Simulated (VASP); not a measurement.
Write the native input for VASP 6.6.1 that does the following.

```
Task                   : single point
Functional             : LDA
Potentials or basis    : VASP PAW LDA potentials, release 64 (Rb_sv)
Cutoff                 : 520 eV
k mesh                 : 4 × 4 × 4
Occupations            : gaussian, width 0.1 eV
Spin                   : no spin polarisation
Dipole correction      : no
Further INCAR settings : ALGO = Normal; EDIFF = 1e-06; NBANDS = 10
```

The structure of Rb lies in POSCAR:

```
Rb
1.0
   -2.9545118615      2.9545118615      2.7308451955
    2.9545118615     -2.9545118615      2.7308451955
    2.9545118615      2.9545118615     -2.7308451955
Rb
1
Direct
    0.0000000000      0.0000000000      0.0000000000
```

This isn't the form of Rb at room conditions, which is bcc.

One way to write it, as run:

INCAR

```
PREC = Accurate ; ENCUT = 520
EDIFF = 1E-6 ; ISMEAR = 0
SIGMA = 0.1 ; LREAL = False
LASPH = True ; NELM = 100
ALGO = Normal ; ISIF = 2
LWAVE = False ; LCHARG = False
GGA = CA ; NBANDS = 10
```

KPOINTS

```
Automatic mesh
0
Gamma
  4 4 4
```

Potentials or basis: VASP PAW LDA potentials, release 64 (Rb_sv).

Command:

```sh
$ cat potpaw_LDA.64/Rb_sv/POTCAR > POTCAR
$ mpirun -np 1 vasp_std > vasp.out
```

It gave:

The pressure is -0.4 GPa. The band gap on the k mesh is none (metal or under the smearing width).

Caveat: the k mesh is coarse (spacing up to 0.39 Å⁻¹), so the values aren't converged.

Wall time 14 s on 1 thread of Intel(R) Xeon(R) Platinum 8259CL CPU @ 2.50GHz (Skylake/Cascade Lake), with other jobs on the host, peak memory 0.18 GiB.
